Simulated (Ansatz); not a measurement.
AgCl (Chlorargyrite) under changes of volume

One of the cells (20.458 Å³/atom); the others are scaled copies at fixed shape and fractional positions:

```
CELL_PARAMETERS angstrom
0.00000 2.73500 2.73500
2.73500 0.00000 2.73500
2.73500 2.73500 0.00000
ATOMIC_POSITIONS crystal
Ag 0.00000 0.00000 0.00000
Cl 0.50000 0.50000 0.50000
```

```yaml
Program: Ansatz 0.2.0
Functional: PBE
Potentials_or_basis: all-electron LAPW, scalar-relativistic
Cutoff: 234 eV (chosen from the basis error)
Basis_error_allowed: 0.0005 eV/atom
k_mesh: 8 × 8 × 8
Occupations: fermi-dirac, width 0.05 eV
Spin: no spin polarisation
```

```tsv
volume (Å³/atom)	energy over the lowest point (meV/atom)	pressure (GPa)
19.231	63.56	8.4
19.640	44.36	6.7
20.049	29.14	5.2
20.458	17.46	3.9
20.868	?	?
21.277	3.22	1.7
21.686	0.00	0.8
```

Q: What does the run at 20.868 Å³/atom give?

A: Energy over the lowest point 8.94 meV/atom; pressure 2.8 GPa.

Worked out: A Birch-Murnaghan fit of order 3 (a polynomial in V^(-2/3)) to the other rows has its minimum at 22.09 Å³/atom, just outside them, with B0 = V·E''(V) = 42 GPa and B' = 5.3. It gives 8.93 meV/atom at 20.868 Å³/atom, against the run's 8.94, and -dE/dV = 2.8 GPa, against 2.8.

Energies are extrapolated to zero smearing.
